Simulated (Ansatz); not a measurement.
MoS2:

```xyz
6
Lattice="3.1690 0.0000 0.0000 -1.5845 2.7444 0.0000 0.0000 0.0000 12.3240" Properties=species:S:1:pos:R:3 pbc="T T T"
Mo    1.5845    0.9148    9.2430
Mo    0.0000    1.8296    3.0810
S     1.5845    0.9148    4.6461
S     0.0000    1.8296   10.8081
S     1.5845    0.9148    1.5159
S     0.0000    1.8296    7.6779
```

| Property | Result |
| --- | --- |
| Program | Ansatz 0.2.0 |
| Task | relaxation of cell and atoms |
| Functional | PBEsol |
| Dispersion | D4 |
| Potentials or basis | Ansatz PAW |
| Cutoff | 420 eV (not typed: the program's choice for these potentials) |
| k mesh | 10 × 10 × 3 |
| Occupations | fermi-dirac, width 0.05 eV |
| Spin | no spin polarisation |

At the start: volume 17.86 Å³/atom.

Problem. How do energy, volume and symmetry change on relaxing?

Solution. It ends after 6 steps and the volume is 16.78 Å³/atom (-6.0 %); space group P6_3/mmc (No. 194, to 0.05 Å).

Step by step:
```
step  energy change (eV)  largest force (eV/Å)  volume (Å³)
   1              0.0000                0.3082       107.18
   2             -0.0719                0.1440       101.89
   3             -0.0759                0.0357       100.22
   4             -0.0763                0.0224       100.77
   5             -0.0764                0.0005       100.71
   6             -0.0759                0.0004       100.71
```

Final structure:
```xyz
6
Lattice="3.1225 0.0000 0.0000 -1.5613 2.7042 0.0000 0.0000 0.0000 11.9262" Properties=species:S:1:pos:R:3 pbc="T T T"
Mo    1.5613    0.9014    8.9447
Mo    0.0000    1.8028    2.9816
S     1.5613    0.9014    4.5429
S     0.0000    1.8028   10.5060
S     1.5613    0.9014    1.4203
S     0.0000    1.8028    7.3834
```

Caveat: the plane-wave basis is chosen anew once the cell has moved, so the energies of steps on either side of that aren't comparable; the PAW data sets come from PBE, with cores solved anew for the run's functional, which leaves a small shift of forces and pressure.
